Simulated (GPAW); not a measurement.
# C (Fd-3m) in GPAW: settings compared

One crystal, C, is run at these levels: PBE, PBEsol+D3(BJ), BP86, vdW-DF; tasks: equation of state, band structure.

Program: GPAW 26.7.0. These are calculated values, not measurements. Logs are shortened: lines on timing, memory, paths and dates and some standing lists are left out, and cuts for length are marked. The log counts tension as positive stress, the text compression.

**What was measured.**

From “Equation of state of cubic boron nitride at high pressures and temperatures”, 2007, arxiv:cond-mat/0702656, for a bulk crystal of C: bulk modulus 444.8 ± 0.8 GPa; bulk modulus 442 ± 5 GPa.

How close the calculation comes is told below.

**1. The crystal as given**

The structure is cubic, space group Fd-3m (No. 227). The conventional cell has a = 3.567 Å, b = 3.567 Å, c = 3.567 Å, α = 90.00°, β = 90.00°, γ = 90.00°. C (site symmetry -43m) is surrounded by 4 C at 1.54 Å.

This isn't the form of C at room conditions, which is graphite.

**2. Equation of state, PBE**

The input, run.py:

```python
from ase.eos import EquationOfState
from ase.io import Trajectory, read
from ase.units import GPa
from gpaw import GPAW

atoms = read('C.cif')

traj = Trajectory('eos.traj', 'w')
volumes, energies = [], []
for x in [0.94, 0.96, 0.98, 1.0, 1.02, 1.04, 1.06]:
    a = atoms.copy()
    a.set_cell(atoms.cell * x**(1 / 3), scale_atoms=True)
    calc = GPAW(mode='lcao',
                h=0.18,
                basis='szp(dzp)',
                xc='PBE',
                kpts={'size': (10, 10, 10), 'gamma': True},
                occupations={'name': 'fermi-dirac', 'width': 0.05},
                convergence={'density': 1e-05, 'energy': 1e-05},
                maxiter=150,
                txt=f'eos-{x:.2f}.txt')
    a.calc = calc
    energies.append(a.get_potential_energy(force_consistent=True))
    volumes.append(a.get_volume())
    calc.write(f'eos-{x:.2f}.gpw')
    traj.write(a)
    print(f'{x:.2f} {volumes[-1]:10.4f} A^3 {energies[-1]:14.6f} eV', flush=True)

v0, e0, B = EquationOfState(volumes, energies, eos='birchmurnaghan').fit()
print(f'V0 = {v0:.4f} A^3, E0 = {e0:.6f} eV, B0 = {B / GPa:.2f} GPa')
```

The input, C.cif:

```cif
data_C
_cell_length_a 2.52206604
_cell_length_b 2.52206604
_cell_length_c 2.52206604
_cell_angle_alpha 60.00000000
_cell_angle_beta 60.00000000
_cell_angle_gamma 60.00000000
_space_group_name_H-M_alt 'P1'
_space_group_name_Hall 'P 1'
_space_group_IT_number 1
loop_
_space_group_symop_operation_xyz
'x,y,z'
loop_
_atom_site_label
_atom_site_type_symbol
_atom_site_symmetry_multiplicity
_atom_site_Wyckoff_symbol
_atom_site_fract_x
_atom_site_fract_y
_atom_site_fract_z
_atom_site_occupancy
C1 C 1 a 0.7500000000 0.7500000000 0.7500000000 1
C2 C 1 a 0.5000000000 0.5000000000 0.5000000000 1
```

Potentials or basis: GPAW PAW data sets (gpaw-data 1.2.1), lcao:szp(dzp).

Launch:

```sh
$ OMP_NUM_THREADS=1 python run.py
```

Log:

```text
__  _  _
 | _ |_)|_||  |
 |__||  | ||/\| - 26.7.0

Input parameters:
  mode=LCAO(),
  basis={'default': 'szp(dzp)'},
  convergence={'density': 1e-05, 'energy': 1e-05},
  h=0.18,
  kpts=MonkhorstPack(size=(10, 10, 10), gamma=True),
  maxiter=150,
  occupations=Occupations(name='fermi-dirac', width=0.05),
  xc=XC(name='PBE')

           C
       C

Atoms  # Å, Bohr magnetons
|   | symbol |        x |        y |        z |    initial magnetic moments |
|---|--------|----------|----------|----------|-----------------------------|
| 0 |      C | 3.731970 | 2.154654 | 1.523570 | ( 0.0000,  0.0000,  0.0000) |
| 1 |      C | 2.487980 | 1.436436 | 1.015714 | ( 0.0000,  0.0000,  0.0000) |

Unit cell  # Å
| periodic |        x |        y |        z |  lengths |    angles |
|----------|----------|----------|----------|----------|-----------|
|      yes | 2.487980 | 0.000000 | 0.000000 | 2.487980 | 60.000000 |
|      yes | 1.243990 | 2.154654 | 0.000000 | 2.487980 | 60.000000 |
|      yes | 1.243990 | 0.718218 | 2.031427 | 2.487980 | 60.000000 |

Number of symmetries: 24
Symmetry operations  # r_c * U_cc + t_c -> r_c
|    | kind |            matrix            |
|----|------|------------------------------|
|  0 |  E   |  1, 0, 0,  0, 1, 0,  0, 0, 1 |
|  1 |  σ   |  1, 0, 0,  0, 0, 1,  0, 1, 0 |
|  2 |  σ   |  1, 0,-1,  0, 1,-1,  0, 0,-1 |
|  3 |  C3  |  1, 0,-1,  0, 0,-1,  0, 1,-1 |
|  4 |  C3  |  1,-1, 0,  0,-1, 1,  0,-1, 0 |
|  5 |  σ   |  1,-1, 0,  0,-1, 0,  0,-1, 1 |
|  6 |  σ   |  0, 1, 0,  1, 0, 0,  0, 0, 1 |
|  7 |  C3  |  0, 1, 0,  0, 0, 1,  1, 0, 0 |
|  8 |  C2  |  0, 1,-1,  1, 0,-1,  0, 0,-1 |
|  9 |  S4  |  0, 1,-1,  0, 0,-1,  1, 0,-1 |
| 10 |  C3  |  0, 0, 1,  1, 0, 0,  0, 1, 0 |
| 11 |  σ   |  0, 0, 1,  0, 1, 0,  1, 0, 0 |
| 12 |  S4  |  0, 0,-1,  1, 0,-1,  0, 1,-1 |
| 13 |  C3  |  0, 0,-1,  0, 1,-1,  1, 0,-1 |
| 14 |  S4  |  0,-1, 1,  1,-1, 0,  0,-1, 0 |
| 15 |  C2  |  0,-1, 1,  0,-1, 0,  1,-1, 0 |
| 16 |  C3  |  0,-1, 0,  1,-1, 0,  0,-1, 1 |
| 17 |  S4  |  0,-1, 0,  0,-1, 1,  1,-1, 0 |
| 18 |  S4  | -1, 1, 0, -1, 0, 1, -1, 0, 0 |
| 19 |  C3  | -1, 1, 0, -1, 0, 0, -1, 0, 1 |
| 20 |  C3  | -1, 0, 1, -1, 1, 0, -1, 0, 0 |
| 21 |  S4  | -1, 0, 1, -1, 0, 0, -1, 1, 0 |
| 22 |  σ   | -1, 0, 0, -1, 1, 0, -1, 0, 1 |
| 23 |  C2  | -1, 0, 0, -1, 0, 1, -1, 1, 0 |

BZ-sampling:
  Number of BZ points: 1000
  Number of IBZ points: 47

  Monkhorst-Pack size: [10, 10, 10]
  Monkhorst-Pack shift: [0.05, 0.05, 0.05]

K-points  # in reciprocal-cell coordinates
|     |                                coordinates |     weight |
|-----|--------------------------------------------|------------|
|   0 | (  0.00000000,   0.00000000,   0.00000000) | 0.00100000 |
|   1 | (  0.10000000,   0.10000000,   0.00000000) | 0.00600000 |
|   2 | (  0.10000000,   0.10000000,   0.10000000) | 0.00800000 |
|   3 | (  0.20000000,   0.10000000,   0.10000000) | 0.01200000 |
|   4 | (  0.20000000,   0.20000000,   0.00000000) | 0.00600000 |
|   5 | (  0.20000000,   0.20000000,   0.10000000) | 0.02400000 |
|   6 | (  0.20000000,   0.20000000,   0.20000000) | 0.00800000 |
|   7 | (  0.30000000,   0.20000000,   0.10000000) | 0.02400000 |
|   8 | (  0.30000000,   0.20000000,   0.20000000) | 0.02400000 |
|   9 | (  0.30000000,   0.30000000,   0.00000000) | 0.00600000 |
| ... |                                            |            |
|  46 | (  0.50000000,   0.50000000,   0.50000000) | 0.00400000 |

basis functions: 18
Spin-components: 1 (collinear spins)
Bands:           8
Projectors:      10
Spin-degeneracy: 2
Datatype:        <class 'complex'>

Parallelization:
  kpt:    1
  domain: 1
  band:   1

Density:
  Valence electrons: 8.0
  Components: 1
  Grid points: [12 12 12]
  Charge: 0.0  # |e|

Potential:
  Grid points: [12 12 12]

species:
  C:
    name:    Carbon
    Z:       6.0
    valence: 4
    core:    2
    charge:  0.0  # [|e|]
    compensation charges:
      type: gauss
      rc: 0.20  # [Å]
      lmax: 2
    cutoffs:
      filter: 1.14  # [Å]
      core: 1.14  # [Å]
    projectors
    | kind |    occ | energy [eV] | rcut [Å] |
    |------|--------|-------------|----------|
    |   2s |  2.000 |     -13.751 |    0.635 |
    |   2p |  2.000 |      -5.284 |    0.635 |
    |    s |        |      13.461 |    0.635 |
    |    p |        |      21.927 |    0.635 |
    |    d |        |       0.000 |    0.635 |

    LCAO basis set for C:
      Name: szp(dzp)
      File: <dir>
      Number of radial functions: 3
      Number of spherical harmonics: 9
        l=0, rc=5.5469 Bohr: 2s-sz confined orbital
        l=1, rc=6.6719 Bohr: 2p-sz confined orbital
        l=2, rc=6.6719 Bohr: d-type Gaussian polarization
      Number of RI-basis functions 0

Reference energy: -2055.256231  # eV

eigensolver:
  <gpaw.new.lcao.eigensolver.LCAOEigensolver object>
density mixing:
  MSR1-Mixer
  Pratt-step length: 0.05
  Maximum mixing coefficient: 0.75
  Old densities: 10
  SVD Regularization: 0.005
  Good broyden scale: 1.0
  Trust region scale: 1.0
  Backstep threshold: 4.0
  History deletion threshold: 6.0
  Fourier metric: weight=20.0, sigma=0.015

occupation numbers:
  Fermi-Dirac:
    width: 0.0500  # eV

FastPoissonSolver using
    Stencil: 12*3+1=37 point O(h^6) finite-difference Laplacian
    FFT axes: [np.int64(0), np.int64(1), np.int64(2)]
    FST axes: []

xc functional:
  name: PBE with 2 nearest neighbor stencil
interpolation: tri-quintic # 5. degree polynomial

           C
       C

Atoms  # Å, Bohr magnetons
|   | symbol |        x |        y |        z |    initial magnetic moments |
|---|--------|----------|----------|----------|-----------------------------|
| 0 |      C | 3.731970 | 2.154654 | 1.523570 | ( 0.0000,  0.0000,  0.0000) |
| 1 |      C | 2.487980 | 1.436436 | 1.015714 | ( 0.0000,  0.0000,  0.0000) |

Unit cell  # Å
| periodic |        x |        y |        z |  lengths |    angles |
|----------|----------|----------|----------|----------|-----------|
|      yes | 2.487980 | 0.000000 | 0.000000 | 2.487980 | 60.000000 |
|      yes | 1.243990 | 2.154654 | 0.000000 | 2.487980 | 60.000000 |
|      yes | 1.243990 | 0.718218 | 2.031427 | 2.487980 | 60.000000 |

Number of symmetries: 24
Symmetry operations  # r_c * U_cc + t_c -> r_c
|    | kind |            matrix            |
|----|------|------------------------------|
|  0 |  E   |  1, 0, 0,  0, 1, 0,  0, 0, 1 |
|  1 |  σ   |  1, 0, 0,  0, 0, 1,  0, 1, 0 |
|  2 |  σ   |  1, 0,-1,  0, 1,-1,  0, 0,-1 |
|  3 |  C3  |  1, 0,-1,  0, 0,-1,  0, 1,-1 |
|  4 |  C3  |  1,-1, 0,  0,-1, 1,  0,-1, 0 |
|  5 |  σ   |  1,-1, 0,  0,-1, 0,  0,-1, 1 |
|  6 |  σ   |  0, 1, 0,  1, 0, 0,  0, 0, 1 |
|  7 |  C3  |  0, 1, 0,  0, 0, 1,  1, 0, 0 |
|  8 |  C2  |  0, 1,-1,  1, 0,-1,  0, 0,-1 |
|  9 |  S4  |  0, 1,-1,  0, 0,-1,  1, 0,-1 |
| 10 |  C3  |  0, 0, 1,  1, 0, 0,  0, 1, 0 |
| 11 |  σ   |  0, 0, 1,  0, 1, 0,  1, 0, 0 |
| 12 |  S4  |  0, 0,-1,  1, 0,-1,  0, 1,-1 |
| 13 |  C3  |  0, 0,-1,  0, 1,-1,  1, 0,-1 |
| 14 |  S4  |  0,-1, 1,  1,-1, 0,  0,-1, 0 |
| 15 |  C2  |  0,-1, 1,  0,-1, 0,  1,-1, 0 |
| 16 |  C3  |  0,-1, 0,  1,-1, 0,  0,-1, 1 |
| 17 |  S4  |  0,-1, 0,  0,-1, 1,  1,-1, 0 |
| 18 |  S4  | -1, 1, 0, -1, 0, 1, -1, 0, 0 |
| 19 |  C3  | -1, 1, 0, -1, 0, 0, -1, 0, 1 |
| 20 |  C3  | -1, 0, 1, -1, 1, 0, -1, 0, 0 |
| 21 |  S4  | -1, 0, 1, -1, 0, 0, -1, 1, 0 |
| 22 |  σ   | -1, 0, 0, -1, 1, 0, -1, 0, 1 |
| 23 |  C2  | -1, 0, 0, -1, 0, 1, -1, 1, 0 |

BZ-sampling:
  Number of BZ points: 1000
  Number of IBZ points: 47

  Monkhorst-Pack size: [10, 10, 10]
  Monkhorst-Pack shift: [0.05, 0.05, 0.05]

K-points  # in reciprocal-cell coordinates
|     |                                coordinates |     weight |
|-----|--------------------------------------------|------------|
|   0 | (  0.00000000,   0.00000000,   0.00000000) | 0.00100000 |
|   1 | (  0.10000000,   0.10000000,   0.00000000) | 0.00600000 |
|   2 | (  0.10000000,   0.10000000,   0.10000000) | 0.00800000 |
|   3 | (  0.20000000,   0.10000000,   0.10000000) | 0.01200000 |
|   4 | (  0.20000000,   0.20000000,   0.00000000) | 0.00600000 |
|   5 | (  0.20000000,   0.20000000,   0.10000000) | 0.02400000 |
|   6 | (  0.20000000,   0.20000000,   0.20000000) | 0.00800000 |
|   7 | (  0.30000000,   0.20000000,   0.10000000) | 0.02400000 |
|   8 | (  0.30000000,   0.20000000,   0.20000000) | 0.02400000 |
|   9 | (  0.30000000,   0.30000000,   0.00000000) | 0.00600000 |
| ... |                                            |            |
|  46 | (  0.50000000,   0.50000000,   0.50000000) | 0.00400000 |

basis functions: 18
Spin-components: 1 (collinear spins)
Bands:           8
Projectors:      10
Spin-degeneracy: 2
Datatype:        <class 'complex'>

Parallelization:
  kpt:    1
  domain: 1
  band:   1

Density:
  Valence electrons: 8.0
  Components: 1
  Grid points: [12 12 12]
  Charge: 0.0  # |e|

Potential:
  Grid points: [12 12 12]

species:
  C:
    name:    Carbon
    Z:       6.0
    valence: 4
    core:    2
    charge:  0.0  # [|e|]
    compensation charges:
      type: gauss
      rc: 0.20  # [Å]
      lmax: 2
    cutoffs:
      filter: 1.14  # [Å]
      core: 1.14  # [Å]
    projectors
    | kind |    occ | energy [eV] | rcut [Å] |
    |------|--------|-------------|----------|
    |   2s |  2.000 |     -13.751 |    0.635 |
    |   2p |  2.000 |      -5.284 |    0.635 |
    |    s |        |      13.461 |    0.635 |
    |    p |        |      21.927 |    0.635 |
    |    d |        |       0.000 |    0.635 |

    LCAO basis set for C:
      Name: szp(dzp)
      File: <dir>
      Number of radial functions: 3
      Number of spherical harmonics: 9
        l=0, rc=5.5469 Bohr: 2s-sz confined orbital
        l=1, rc=6.6719 Bohr: 2p-sz confined orbital
        l=2, rc=6.6719 Bohr: d-type Gaussian polarization
      Number of RI-basis functions 0

Reference energy: -2055.256231  # eV

eigensolver:
  <gpaw.new.lcao.eigensolver.LCAOEigensolver object>
density mixing:
  MSR1-Mixer
  Pratt-step length: 0.05
  Maximum mixing coefficient: 0.75
  Old densities: 10
  SVD Regularization: 0.005
  Good broyden scale: 1.0
  Trust region scale: 1.0
  Backstep threshold: 4.0
  History deletion threshold: 6.0
  Fourier metric: weight=20.0, sigma=0.015

occupation numbers:
  Fermi-Dirac:
    width: 0.0500  # eV

FastPoissonSolver using
    Stencil: 12*3+1=37 point O(h^6) finite-difference Laplacian
    FFT axes: [np.int64(0), np.int64(1), np.int64(2)]
    FST axes: []

xc functional:
  name: PBE with 2 nearest neighbor stencil
interpolation: tri-quintic # 5. degree polynomial

convergence criteria:
- Maximum integral of absolute [dens]ity change: 1e-05 electrons / valence electron
- Maximum [total energy] change in last 3 cyles: 1e-05 eV / valence electron
- Maximum integral of absolute [eigenst]ate change: 4e-08 eV^2 / valence electron
maximum number of iterations: 150

SCF iterations
|iter     | |      energy | eigst |  dens |
|---------|-|-------------|-------|-------|
|iter:   1| |  -16.913595 |      c|       |
|iter:   2| |  -16.917432 |      c| -1.04 |
|iter:   3| |  -16.953957 |      c| -1.06 |
|iter:   4| |  -16.960249 |      c| -1.60 |
|iter:   5| |  -16.960283 |      c| -3.04 |
|iter:   6| |  -16.960297c|      c| -3.47 |
|iter:   7| |  -16.960298c|      c| -5.65c|

Converged in 7 steps
Energy contributions relative to reference atoms: (reference = -2055.256231)

Energy contributions:
  Kinetic:           4.550496
  Coulomb:          -3.797535
  Zero:              0.270020
  External:          0.000000
  Xc:              -17.983279
  Entropy:          -0.000000
  Spinorbit:         0.000000
  ----------------------------
  Free energy:     -16.960298
  Extrapolated:    -16.960298

dipole moment: (3.200183, 1.847627, 1.306469)  # |e|*Ang

Fermi level: 14.088
Eigenvalues  # (at kpt = [0.000, 0.000, 0.000])
| band index |      eig [eV] | occ [0-2] |
|------------|---------------|-----------|
|          0 |        -9.497 |     2.000 |
|          1 |        12.098 |     2.000 |
|          2 |        12.098 |     2.000 |
|          3 |        12.103 |     2.000 |
|          4 |        18.025 |     0.000 |
|          5 |        18.025 |     0.000 |
|          6 |        18.034 |     0.000 |
|          7 |        27.030 |     0.000 |

Gap: 4.767 eV
Transition (v -> c):
  (s=0, k=0, n=3, [0.00, 0.00, 0.00]) -> (s=0, k=9, n=4, [0.30, 0.30, 0.00])
Direct/indirect transitions are different
Direct gap: 5.922 eV
Transition at: (s=0, k=0, n=3, [0.00, 0.00, 0.00])
# Writing to eos-0.96.gpw (mode='')
```

Wall time 4.1 min (1 thread of Intel Xeon Platinum 8488C (Sapphire Rapids), shared host); peak memory 0.17 GiB.

These settings aren't checked as converged: the numbers below hold their error.

What came out:

```
Equilibrium volume : 5.70 Å³/atom (rough: see the caveat)
Bulk modulus       : 456 GPa (rough)
```

Caveat: the fit is doubtful: noisy points or a state that changes with volume; the basis of atomic orbitals isn't converged, which shifts pressures, moduli and gaps.

**3. Equation of state, PBEsol+D3(BJ)**

The input, run.py:

```python
from ase.calculators.mixing import SumCalculator
from ase.eos import EquationOfState
from ase.io import Trajectory, read
from ase.units import GPa
from dftd3.ase import DFTD3
from gpaw import GPAW, PW, setup_paths

setup_paths.insert(0, '.')

atoms = read('C.xyz')

traj = Trajectory('eos.traj', 'w')
volumes, energies = [], []
for x in [0.94, 0.96, 0.98, 1.0, 1.02, 1.04, 1.06]:
    a = atoms.copy()
    a.set_cell(atoms.cell * x**(1 / 3), scale_atoms=True)
    calc = GPAW(mode=PW(800),
                xc='PBEsol',
                kpts={'size': (10, 10, 10), 'gamma': True},
                occupations={'name': 'fermi-dirac', 'width': 0.05},
                nbands=11,
                convergence={'density': 1e-05, 'energy': 1e-05},
                maxiter=150,
                txt=f'eos-{x:.2f}.txt')
    a.calc = SumCalculator([calc, DFTD3(method='pbesol', damping='d3bj')])
    energies.append(a.get_potential_energy())
    volumes.append(a.get_volume())
    p = -a.get_stress()[:3].mean() / GPa
    calc.write(f'eos-{x:.2f}.gpw')
    traj.write(a)
    print(f'{x:.2f} {volumes[-1]:10.4f} A^3 {energies[-1]:14.6f} eV {p:9.3f} GPa', flush=True)

v0, e0, B = EquationOfState(volumes, energies, eos='birchmurnaghan').fit()
print(f'V0 = {v0:.4f} A^3, E0 = {e0:.6f} eV, B0 = {B / GPa:.2f} GPa')
```

The input, C.xyz:

```xyz
2
Lattice="0.0000000000 1.7833700000 1.7833700000 1.7833700000 0.0000000000 1.7833700000 1.7833700000 1.7833700000 0.0000000000" Properties=species:S:1:pos:R:3 pbc="T T T"
C      2.6750550000      2.6750550000      2.6750550000
C      1.7833700000      1.7833700000      1.7833700000
```

Potentials or basis: PAW data sets generated in the run's folder for this functional, pw.

Launch:

```sh
$ gpaw-setup -f PBEsol C
$ OMP_NUM_THREADS=1 python run.py
```

It took 49 s on 1 thread of Intel Xeon Platinum 8488C (Sapphire Rapids), shared host; peak memory 0.19 GiB.

It converged, with:

```yaml
Equilibrium_volume: 5.57 Å³/atom
Bulk_modulus: 457 GPa
Pressure_derivative_of_the_bulk_modulus: 3.7
```

Energy against volume, from the lowest point:
```
volume (Å³/atom)  energy (meV/atom)
           5.332              15.46
           5.445               4.04
           5.558               0.00
           5.672               2.58
           5.785              11.18
           5.899              25.35
           6.012              44.45
```

(Part 1 of 2 ends here.)
